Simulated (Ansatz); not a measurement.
Relaxation of C4H8 (12 atoms, charge 0, multiplicity 1), to a largest force component of 0.015 eV/Å in at most 40 steps.

These are results of RKS r2SCAN-D4/STO-3G in Ansatz, not measurements.

```xyz
12
Properties=species:S:1:pos:R:3
C -0.067 1.848 0.585
C 0.324 0.883 -0.191
C 1.659 0.846 -0.907
C 1.357 0.829 -2.447
H -1.093 1.860 1.022
H 0.501 2.785 0.747
H -0.386 0.041 -0.360
H 2.228 1.666 -0.633
H 2.136 -0.034 -0.641
H 0.814 0.027 -2.768
H 0.909 1.802 -2.749
H 2.361 0.829 -2.950
```

Question: Where does it end, and by what steps?

Answer: The run converged. Limits of this set-up: minimal basis. After 7 steps the energy has fallen by 0.566 eV; H5 moved furthest, 0.09 Å.

```json
{"step": "0", "energy less start (eV)": "0.0000", "largest force component (eV/Å)": "4.389", "accepted": "yes"}
{"step": "1", "energy less start (eV)": "-0.4042", "largest force component (eV/Å)": "1.992", "accepted": "yes"}
{"step": "2", "energy less start (eV)": "-0.5243", "largest force component (eV/Å)": "1.227", "accepted": "yes"}
{"step": "3", "energy less start (eV)": "-0.4451", "largest force component (eV/Å)": "2.720", "accepted": "no"}
{"step": "4", "energy less start (eV)": "-0.5619", "largest force component (eV/Å)": "0.354", "accepted": "yes"}
{"step": "5", "energy less start (eV)": "-0.5630", "largest force component (eV/Å)": "0.205", "accepted": "yes"}
{"step": "6", "energy less start (eV)": "-0.5661", "largest force component (eV/Å)": "0.025", "accepted": "yes"}
{"step": "7", "energy less start (eV)": "-0.5661", "largest force component (eV/Å)": "0.010", "accepted": "yes"}
```

```xyz
12
Properties=species:S:1:pos:R:3
C -0.117 1.885 0.615
C 0.271 0.900 -0.199
C 1.612 0.860 -0.931
C 1.424 0.849 -2.476
H -1.092 1.876 1.112
H 0.528 2.747 0.822
H -0.399 0.049 -0.393
H 2.220 1.730 -0.636
H 2.164 -0.052 -0.636
H 0.825 -0.020 -2.784
H 0.907 1.761 -2.807
H 2.400 0.797 -2.979
```

The run took 23 s on 1 thread of Arm Neoverse V1, on a shared host, peak memory 0.18 GiB.
